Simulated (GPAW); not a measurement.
Crystal: ZnSe (Stilleite).

```
Se Zn
1.0
     0.00000    2.83380    2.83380
     2.83380    0.00000    2.83380
     2.83380    2.83380    0.00000
Se Zn
1 1
Direct
  0.75000 0.75000 0.75000
  0.00000 0.00000 0.00000
```

A sound run:

| Quantity | Value |
| --- | --- |
| Program | GPAW 26.7.0 |
| Task | single point |
| Functional | PBE |
| Potentials or basis | GPAW PAW data sets (gpaw-data 1.2.1) |
| Cutoff | 600 eV |
| Basis | pw |
| k mesh | 6 × 6 × 6 |
| Occupations | fermi-dirac, width 0.05 eV |
| Spin | no spin polarisation |

It gives pressure 2.1 GPa; band gap on the k mesh 1.30 eV, direct.

What do these careless settings give instead: cutoff 300 eV in place of 600 eV; k mesh 7 × 7 × 7 in place of 6 × 6 × 6?

Pressure 0.1 GPa; band gap on the k mesh 1.29 eV, direct. The run converged, but these numbers show the error of the settings and aren't properties of the crystal.
